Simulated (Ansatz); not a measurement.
Computed with DFT PBE, scalar-relativistic, plane waves, PAW (Ansatz).

Structure of CdSe:

```xyz
2
Lattice="0.0000 3.0984 3.0984 3.0984 0.0000 3.0984 3.0984 3.0984 0.0000" Properties=species:S:1:pos:R:3 pbc="T T T"
Cd    0.0000    0.0000    0.0000
Se    4.6476    4.6476    4.6476
```

Plane waves to 420 eV, a k mesh through Γ of 10×10×10 on the computed 2-atom cell and Gaussian smearing (0.02 eV); no spin polarisation.

Levels along Γ–X–U | K–Γ–L–W–X, in eV from a zero inside the gap, sorted by energy at each point. Points in fractions of the primitive reciprocal vectors: Γ (0.000 0.000 0.000), X (-0.500 -0.500 0.000), U (-0.375 -0.375 0.250), K (-0.375 0.000 0.375), L (0.000 0.000 0.500), W (-0.500 -0.250 0.250).
```csv
point,"k (1/Å, with 2π)",band 15,band 16,band 17,band 18,band 19,band 20,band 21
Γ,0.000,-7.68,-0.25,-0.25,-0.25,0.25,5.69,5.69
-,0.145,-7.68,-0.88,-0.35,-0.35,0.92,5.42,5.84
-,0.290,-7.68,-1.65,-0.63,-0.63,1.79,4.86,6.28
-,0.434,-7.67,-2.37,-0.99,-0.99,2.59,4.27,6.91
-,0.579,-7.66,-3.02,-1.35,-1.35,3.13,3.78,7.51
-,0.724,-7.55,-3.56,-1.65,-1.65,3.24,3.52,7.76
-,0.869,-7.43,-3.94,-1.85,-1.85,3.07,3.48,8.29
X,1.014,-7.37,-4.07,-1.91,-1.91,3.00,3.46,8.59
-,1.065,-7.37,-4.07,-1.94,-1.91,3.03,3.48,8.56
-,1.116,-7.36,-4.07,-2.01,-1.89,3.10,3.56,8.48
-,1.168,-7.35,-4.05,-2.11,-1.85,3.19,3.71,8.37
-,1.219,-7.34,-4.04,-2.23,-1.81,3.27,3.93,8.24
-,1.270,-7.32,-4.03,-2.34,-1.75,3.34,4.21,8.12
-,1.321,-7.31,-4.01,-2.45,-1.69,3.40,4.51,8.01
U,1.372,-7.30,-4.00,-2.53,-1.61,3.46,4.79,7.87
K,1.372,-7.30,-4.00,-2.53,-1.61,3.46,4.79,7.87
-,1.526,-7.33,-3.95,-2.54,-1.34,3.58,5.30,7.01
-,1.680,-7.45,-3.75,-2.25,-1.04,3.46,5.53,6.20
-,1.833,-7.60,-3.33,-1.78,-0.76,3.04,5.55,5.92
-,1.987,-7.67,-2.69,-1.23,-0.52,2.44,5.25,6.21
-,2.141,-7.68,-1.88,-0.72,-0.36,1.73,5.26,5.94
-,2.294,-7.68,-0.98,-0.37,-0.28,0.94,5.51,5.75
Γ,2.448,-7.68,-0.25,-0.25,-0.25,0.25,5.69,5.69
-,2.573,-7.69,-0.83,-0.29,-0.29,0.77,5.58,5.75
-,2.699,-7.69,-1.61,-0.39,-0.39,1.38,5.43,5.92
-,2.824,-7.68,-2.40,-0.53,-0.53,1.81,5.48,6.11
-,2.950,-7.68,-3.12,-0.68,-0.68,2.03,5.83,6.22
-,3.075,-7.61,-3.73,-0.81,-0.81,2.08,6.23,6.23
-,3.200,-7.48,-4.16,-0.89,-0.89,2.08,6.20,6.20
L,3.326,-7.43,-4.31,-0.92,-0.92,2.08,6.19,6.19
-,3.428,-7.42,-4.29,-1.08,-0.95,2.26,6.00,6.27
-,3.531,-7.40,-4.23,-1.45,-1.06,2.69,5.65,6.47
-,3.633,-7.37,-4.14,-1.86,-1.24,3.21,5.35,6.53
-,3.736,-7.34,-4.05,-2.21,-1.47,3.71,5.16,6.35
-,3.838,-7.31,-3.99,-2.40,-1.73,4.12,5.07,6.15
-,3.941,-7.28,-3.97,-2.40,-2.01,4.42,5.02,6.09
W,4.043,-7.27,-3.97,-2.27,-2.22,4.54,4.97,6.12
-,4.115,-7.28,-3.98,-2.26,-2.21,4.47,4.73,6.40
-,4.188,-7.29,-3.99,-2.21,-2.17,4.29,4.30,6.97
-,4.260,-7.31,-4.01,-2.14,-2.11,3.88,4.06,7.61
-,4.333,-7.33,-4.04,-2.06,-2.04,3.51,3.82,8.15
-,4.405,-7.35,-4.06,-1.98,-1.98,3.23,3.63,8.38
-,4.478,-7.37,-4.07,-1.93,-1.93,3.06,3.50,8.53
X,4.550,-7.37,-4.07,-1.91,-1.91,3.00,3.46,8.59
```

This zinc-blende form isn't the usual stable structure of the compound.